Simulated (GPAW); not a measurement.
# Pb (Fd-3m) in GPAW: convergence with plane-wave cutoff (eV)

Aim: find how far plane-wave cutoff (eV) must go before the results for Pb settle, at PBEsol. This setting moves, with any that are tied to it; all else stays.

All numbers are computed with GPAW 26.7.0; they aren't measurements. Logs are shortened: lines on timing, memory, paths and dates and some standing lists are left out, and cuts for length are marked. The log counts tension as positive stress, the text compression.

### Step 1. Starting point

The structure is cubic, space group Fd-3m (No. 227). The conventional cell has a = 6.878 Å, b = 6.878 Å, c = 6.878 Å, α = 90.00°, β = 90.00°, γ = 90.00°. Around Pb (site symmetry -43m) lie 4 Pb at 2.98 Å.

This isn't the form of Pb at room conditions, which is fcc.

### Step 2. With plane-wave cutoff (eV) 200

Contents of run.py:

```python
from ase.dft.bandgap import bandgap
from ase.io import read, write
from ase.units import GPa
from gpaw import GPAW, PW, setup_paths

setup_paths.insert(0, '.')

atoms = read('Pb.xyz')

calc = GPAW(mode=PW(200),
            xc='PBEsol',
            kpts={'size': (7, 7, 7), 'gamma': True},
            occupations={'name': 'fermi-dirac', 'width': 0.05},
            nbands=24,
            convergence={'density': 1e-05, 'energy': 1e-05},
            maxiter=100,
            txt='gpaw.txt')
atoms.calc = calc
energy = atoms.get_potential_energy()
forces = atoms.get_forces()
stress = atoms.get_stress()
calc.write('gs.gpw')
write('result.traj', atoms)
print(f'Energy: {energy:.6f} eV')
print('Forces (eV/A):')
print(forces.round(4))
print('Stress (GPa):', (stress / GPa).round(3))
print('Fermi level:', round(calc.get_fermi_level(), 4), 'eV')
print(f'Gap: {bandgap(calc)[0]:.4f} eV, direct: {bandgap(calc, direct=True)[0]:.4f} eV')
```

Contents of Pb.xyz:

```xyz
2
Lattice="0.0000000000 3.4390000555 3.4390000555 3.4390000555 0.0000000000 3.4390000555 3.4390000555 3.4390000555 0.0000000000" Properties=species:S:1:pos:R:3 pbc="T T T"
Pb     1.7195000278      1.7195000278      1.7195000278
Pb     0.0000000000      0.0000000000      0.0000000000
```

Potentials or basis: PAW data sets generated in the run's folder for this functional, pw.

Started as:

```console
$ gpaw-setup -f PBEsol Pb
$ OMP_NUM_THREADS=1 python run.py
```

Wall time 7.5 s (1 thread of Arm Neoverse V2, shared host); peak memory 0.13 GiB.

What came out:

- Free energy: -5.9590 eV
- Pressure: -3.3 GPa
- Band gap on the k mesh: none (metal or under the smearing width)

### Step 3. With plane-wave cutoff (eV) 250

run.py: that of step 2 with these lines changed.

```diff
@@ -9,3 +9,3 @@
 
-calc = GPAW(mode=PW(200),
+calc = GPAW(mode=PW(250),
             xc='PBEsol',
```

Pb.xyz is that of step 2.

Potentials or basis: PAW data sets generated in the run's folder for this functional, pw.

Started as:

```console
$ gpaw-setup -f PBEsol Pb
$ OMP_NUM_THREADS=1 python run.py
```

It took 11 s on 1 thread of Arm Neoverse V2, shared host; peak memory 0.13 GiB.

Results:

```yaml
Free_energy: -6.2173 eV
Pressure: -2.7 GPa
Band_gap_on_the_k_mesh: none (metal or under the smearing width)
```

### Step 4. With plane-wave cutoff (eV) 300

run.py: that of step 3 with these lines changed.

```diff
@@ -9,3 +9,3 @@
 
-calc = GPAW(mode=PW(250),
+calc = GPAW(mode=PW(300),
             xc='PBEsol',
```

Pb.xyz is that of step 3.

Started as:

```console
$ gpaw-setup -f PBEsol Pb
$ OMP_NUM_THREADS=1 python run.py
```

Run time: 10 s. Hardware: 1 thread of Arm Neoverse V2, shared host; peak memory 0.14 GiB.

What came out:

```
Free energy            : -6.8357 eV
Pressure               : -5.2 GPa
Band gap on the k mesh : none (metal or under the smearing width)
```

### Step 5. With plane-wave cutoff (eV) 350

run.py: that of step 4 with these lines changed.

```diff
@@ -9,3 +9,3 @@
 
-calc = GPAW(mode=PW(300),
+calc = GPAW(mode=PW(350),
             xc='PBEsol',
```

Pb.xyz is that of step 4.

Started as:

```console
$ gpaw-setup -f PBEsol Pb
$ OMP_NUM_THREADS=1 python run.py
```

Run time: 14 s. Hardware: 1 thread of Arm Neoverse V2, shared host; peak memory 0.14 GiB.

Results:

- Free energy: -7.4083 eV
- Pressure: -3.9 GPa
- Band gap on the k mesh: none (metal or under the smearing width)

### Step 6. With plane-wave cutoff (eV) 400

run.py: that of step 5 with these lines changed.

```diff
@@ -9,3 +9,3 @@
 
-calc = GPAW(mode=PW(350),
+calc = GPAW(mode=PW(400),
             xc='PBEsol',
```

Pb.xyz is that of step 5.

Potentials or basis: PAW data sets generated in the run's folder for this functional, pw.

Started as:

```console
$ gpaw-setup -f PBEsol Pb
$ OMP_NUM_THREADS=1 python run.py
```

It took 17 s on 1 thread of Arm Neoverse V2, shared host; peak memory 0.15 GiB.

Results:

```
Free energy            : -7.7244 eV
Pressure               : -1.9 GPa
Band gap on the k mesh : none (metal or under the smearing width)
```

### Step 7. With plane-wave cutoff (eV) 500

run.py: that of step 6 with these lines changed.

```diff
@@ -9,3 +9,3 @@
 
-calc = GPAW(mode=PW(400),
+calc = GPAW(mode=PW(500),
             xc='PBEsol',
```

Pb.xyz is that of step 6.

Started as:

```console
$ gpaw-setup -f PBEsol Pb
$ OMP_NUM_THREADS=1 python run.py
```

Run time: 22 s. Hardware: 1 thread of Arm Neoverse V2, shared host; peak memory 0.17 GiB.

The run converged. Its results:

* Free energy: -7.8830 eV
* Pressure: -0.1 GPa
* Band gap on the k mesh: none (metal or under the smearing width)

### Step 8. With plane-wave cutoff (eV) 600

run.py: that of step 7 with these lines changed.

```diff
@@ -9,3 +9,3 @@
 
-calc = GPAW(mode=PW(500),
+calc = GPAW(mode=PW(600),
             xc='PBEsol',
```

Pb.xyz is that of step 7.

Started as:

```console
$ gpaw-setup -f PBEsol Pb
$ OMP_NUM_THREADS=1 python run.py
```

Wall time 25 s (1 thread of Arm Neoverse V2, shared host); peak memory 0.18 GiB.

The run converged. Its results:

```yaml
Free_energy: -7.8928 eV
Pressure: 0.1 GPa
Band_gap_on_the_k_mesh: none (metal or under the smearing width)
```

### Step 9. With plane-wave cutoff (eV) 800

run.py: that of step 8 with these lines changed.

```diff
@@ -9,3 +9,3 @@
 
-calc = GPAW(mode=PW(600),
+calc = GPAW(mode=PW(800),
             xc='PBEsol',
```

Pb.xyz is that of step 8.

Potentials or basis: PAW data sets generated in the run's folder for this functional, pw.

Started as:

```console
$ gpaw-setup -f PBEsol Pb
$ OMP_NUM_THREADS=1 python run.py
```

It took 30 s on 1 thread of Arm Neoverse V2, shared host; peak memory 0.21 GiB.

Results (log left out):

```yaml
Free_energy: -7.8930 eV
Pressure: 0.1 GPa
Band_gap_on_the_k_mesh: none (metal or under the smearing width)
```

### Step 10. With plane-wave cutoff (eV) 1000

run.py: that of step 9 with these lines changed.

```diff
@@ -9,3 +9,3 @@
 
-calc = GPAW(mode=PW(800),
+calc = GPAW(mode=PW(1000),
             xc='PBEsol',
```

Pb.xyz is that of step 9.

Potentials or basis: PAW data sets generated in the run's folder for this functional, pw.

Started as:

```console
$ gpaw-setup -f PBEsol Pb
$ OMP_NUM_THREADS=1 python run.py
```

gpaw.txt:

```text
__  _  _
 | _ |_)|_||  |
 |__||  | ||/\| - 26.7.0

Input parameters:
  mode=PW(ecut=1000.0),
  convergence={'density': 1e-05, 'energy': 1e-05},
  kpts=MonkhorstPack(size=(7, 7, 7), gamma=True),
  maxiter=100,
  nbands=24,
  occupations=Occupations(name='fermi-dirac', width=0.05),
  xc=XC(name='PBEsol')

Diagonalizing LCAO Hamiltonian
Converting LCAO to pw mode

             Pb

       Pb

Atoms  # Å, Bohr magnetons
|   | symbol |        x |        y |        z |    initial magnetic moments |
|---|--------|----------|----------|----------|-----------------------------|
| 0 |     Pb | 1.719500 | 1.719500 | 1.719500 | ( 0.0000,  0.0000,  0.0000) |
| 1 |     Pb | 0.000000 | 0.000000 | 0.000000 | ( 0.0000,  0.0000,  0.0000) |

Unit cell  # Å
| periodic |        x |        y |        z |  lengths |    angles |
|----------|----------|----------|----------|----------|-----------|
|      yes | 0.000000 | 3.439000 | 3.439000 | 4.863481 | 60.000000 |
|      yes | 3.439000 | 0.000000 | 3.439000 | 4.863481 | 60.000000 |
|      yes | 3.439000 | 3.439000 | 0.000000 | 4.863481 | 60.000000 |

Number of symmetries: 24
Symmetry operations  # r_c * U_cc + t_c -> r_c
|    | kind |            matrix            |
|----|------|------------------------------|
|  0 |  E   |  1, 0, 0,  0, 1, 0,  0, 0, 1 |
|  1 |  σ   |  1, 0, 0,  0, 0, 1,  0, 1, 0 |
|  2 |  σ   |  1, 0,-1,  0, 1,-1,  0, 0,-1 |
|  3 |  C3  |  1, 0,-1,  0, 0,-1,  0, 1,-1 |
|  4 |  C3  |  1,-1, 0,  0,-1, 1,  0,-1, 0 |
|  5 |  σ   |  1,-1, 0,  0,-1, 0,  0,-1, 1 |
|  6 |  σ   |  0, 1, 0,  1, 0, 0,  0, 0, 1 |
|  7 |  C3  |  0, 1, 0,  0, 0, 1,  1, 0, 0 |
|  8 |  C2  |  0, 1,-1,  1, 0,-1,  0, 0,-1 |
|  9 |  S4  |  0, 1,-1,  0, 0,-1,  1, 0,-1 |
| 10 |  C3  |  0, 0, 1,  1, 0, 0,  0, 1, 0 |
| 11 |  σ   |  0, 0, 1,  0, 1, 0,  1, 0, 0 |
| 12 |  S4  |  0, 0,-1,  1, 0,-1,  0, 1,-1 |
| 13 |  C3  |  0, 0,-1,  0, 1,-1,  1, 0,-1 |
| 14 |  S4  |  0,-1, 1,  1,-1, 0,  0,-1, 0 |
| 15 |  C2  |  0,-1, 1,  0,-1, 0,  1,-1, 0 |
| 16 |  C3  |  0,-1, 0,  1,-1, 0,  0,-1, 1 |
| 17 |  S4  |  0,-1, 0,  0,-1, 1,  1,-1, 0 |
| 18 |  S4  | -1, 1, 0, -1, 0, 1, -1, 0, 0 |
| 19 |  C3  | -1, 1, 0, -1, 0, 0, -1, 0, 1 |
| 20 |  C3  | -1, 0, 1, -1, 1, 0, -1, 0, 0 |
| 21 |  S4  | -1, 0, 1, -1, 0, 0, -1, 1, 0 |
| 22 |  σ   | -1, 0, 0, -1, 1, 0, -1, 0, 1 |
| 23 |  C2  | -1, 0, 0, -1, 0, 1, -1, 1, 0 |

BZ-sampling:
  Number of BZ points: 343
  Number of IBZ points: 20

  Monkhorst-Pack size: [7, 7, 7]
  Monkhorst-Pack shift: [0, 0, 0]

K-points  # in reciprocal-cell coordinates
|     |                                coordinates |     weight |
|-----|--------------------------------------------|------------|
|   0 | (  0.00000000,   0.00000000,   0.00000000) | 0.00291545 |
|   1 | (  0.14285714,   0.14285714,   0.00000000) | 0.01749271 |
|   2 | (  0.14285714,   0.14285714,   0.14285714) | 0.02332362 |
|   3 | (  0.28571429,   0.14285714,   0.14285714) | 0.03498542 |
|   4 | (  0.28571429,   0.28571429,   0.00000000) | 0.01749271 |
|   5 | (  0.28571429,   0.28571429,   0.14285714) | 0.06997085 |
|   6 | (  0.28571429,   0.28571429,   0.28571429) | 0.02332362 |
|   7 | (  0.42857143,  -0.28571429,  -0.28571429) | 0.03498542 |
|   8 | (  0.42857143,   0.28571429,  -0.42857143) | 0.13994169 |
|   9 | (  0.42857143,   0.28571429,  -0.28571429) | 0.06997085 |
| ... |                                            |            |
|  19 | (  0.42857143,   0.42857143,   0.42857143) | 0.02332362 |

Plane wave coefficients: 5874
Cutoff: 1000.0 eV

Spin-components: 1 (collinear spins)
Bands:           24
Projectors:      12
Spin-degeneracy: 2
Datatype:        complex128

Parallelization:
  kpt:    1
  domain: 1
  band:   1

Density:
  Valence electrons: 28.0
  Components: 1
  Grid points: [36 36 36]
  Charge: 0.0  # |e|

Potential:
  Grid points: [36 36 36]

species:
  Pb:
    name:    Lead
    Z:       82.0
    valence: 14
    core:    68
    charge:  0.0  # [|e|]
    compensation charges:
      type: gauss
      rc: 0.38  # [Å]
      lmax: 2
    cutoffs:
      filter: 2.36  # [Å]
      core: 2.43  # [Å]
    projectors
    | kind |    occ | energy [eV] | rcut [Å] |
    |------|--------|-------------|----------|
    |   6s |  2.000 |     -12.024 |    1.259 |
    |   6p |  2.000 |      -3.525 |    1.275 |
    |   5d | 10.000 |     -21.194 |    1.217 |
    |    s |        |      15.187 |    1.259 |
    |    p |        |      23.686 |    1.275 |
    |    d |        |       6.017 |    1.217 |

    Using partial waves for Pb as LCAO basis

Reference energy: -1134245.988521  # eV

eigensolver:
  PPCG
  Converge bands: occupied
  niter=2

density mixing:
  MSR1-Mixer
  Pratt-step length: 0.05
  Maximum mixing coefficient: 0.75
  Old densities: 10
  SVD Regularization: 0.005
  Good broyden scale: 1.0
  Trust region scale: 1.0
  Backstep threshold: 4.0
  History deletion threshold: 6.0
  Fourier metric: weight=20.0, sigma=0.015

occupation numbers:
  Fermi-Dirac:
    width: 0.0500  # eV

poisson solver:
  ecut: 8000.0  # eV

xc functional:
  name: PBEsol with 2 nearest neighbor stencil

convergence criteria:
- Maximum integral of absolute [dens]ity change: 1e-05 electrons / valence electron
- Maximum [total energy] change in last 3 cyles: 1e-05 eV / valence electron
- Maximum integral of absolute [eigenst]ate change: 4e-08 eV^2 / valence electron
maximum number of iterations: 100

SCF iterations
|iter     | |      energy | eigst |  dens |
|---------|-|-------------|-------|-------|
|iter:   1| |   -7.910387 | +0.05 |       |
|iter:   2| |   -7.916935 | -1.83 | -1.55 |
|iter:   3| |   -7.886258 | -2.37 | -1.59 |
|iter:   4| |   -7.889040 | -3.08 | -2.02 |
|iter:   5| |   -7.890127 | -3.92 | -2.48 |
|iter:   6| |   -7.890151 | -5.45 | -3.56 |
|iter:   7| |   -7.890152c| -6.19 | -4.17 |
|iter:   8| |   -7.890152c| -7.01 | -4.64 |
|iter:   9| |   -7.890152c| -7.86c| -5.13c|

Converged in 9 steps
Energy contributions relative to reference atoms: (reference = -1134245.988521)

Energy contributions:
  Kinetic:          13.302493
  Coulomb:         -13.256008
  Zero:              0.002956
  External:          0.000000
  Xc:               -7.936557
  Entropy:          -0.006072
  Spinorbit:         0.000000
  ----------------------------
  Free energy:      -7.893188
  Extrapolated:     -7.890152

dipole moment: (-33.259762, -33.259762, -33.259762)  # |e|*Ang

Fermi level: 4.397
Eigenvalues  # (at kpt = [0.000, 0.000, 0.000])
| band index |      eig [eV] | occ [0-2] |
|------------|---------------|-----------|
|          0 |       -12.722 |     2.000 |
|        ... |               |           |
|          4 |       -12.644 |     2.000 |
|          5 |       -12.212 |     2.000 |
|          6 |       -12.212 |     2.000 |
|          7 |       -12.212 |     2.000 |
|          8 |       -12.187 |     2.000 |
|          9 |       -12.187 |     2.000 |
[... 8 lines left out ...]
|         18 |         8.462 |     0.000 |
|         19 |        12.363 |     0.000 |
|        ... |               |           |
|         23 |        12.852 |     0.000 |

No gap
No difference between direct/indirect transitions

Forces  # eV/Ang
|        x |        y |        z |
|----------|----------|----------|
| -0.00000 | -0.00000 | -0.00000 |  # Pb   0
|  0.00000 |  0.00000 |  0.00000 |  # Pb   1

Stress tensor  # eV/Ang^3
|         x |         y |         z |
|-----------|-----------|-----------|
| -0.000830 |  0.000000 |  0.000000 |
|  0.000000 | -0.000830 | -0.000000 |
|  0.000000 | -0.000000 | -0.000830 |

# Writing to gs.gpw (mode='')
```

Run time: 50 s. Hardware: 1 thread of Arm Neoverse V2, shared host; peak memory 0.26 GiB.

What came out:

* Free energy: -7.8932 eV
* Pressure: 0.1 GPa
* Band gap on the k mesh: none (metal or under the smearing width)

### Step 11. Result

```tsv
plane-wave cutoff (eV)	energy less the tightest run, at zero smearing (meV/atom)	pressure (GPa)	SCF cycles	CPU time (s)	peak memory (GiB)
200	967.09	-3.26	9	7.5	0.13
250	837.95	-2.68	9	11	0.13
300	528.73	-5.22	9	10	0.14
350	242.46	-3.94	9	14	0.14
400	84.38	-1.91	9	17	0.15
500	5.11	-0.09	9	22	0.17
600	0.22	0.13	9	25	0.18
800	0.08	0.13	9	30	0.21
1000	0.00	0.13	9	50	0.26
```

Against the tightest run, the energy stays within 1 meV/atom from 600 on; the pressure stays within 0.1 GPa from 600 on. The tightest run that finished is the yardstick and may itself not be fully converged.
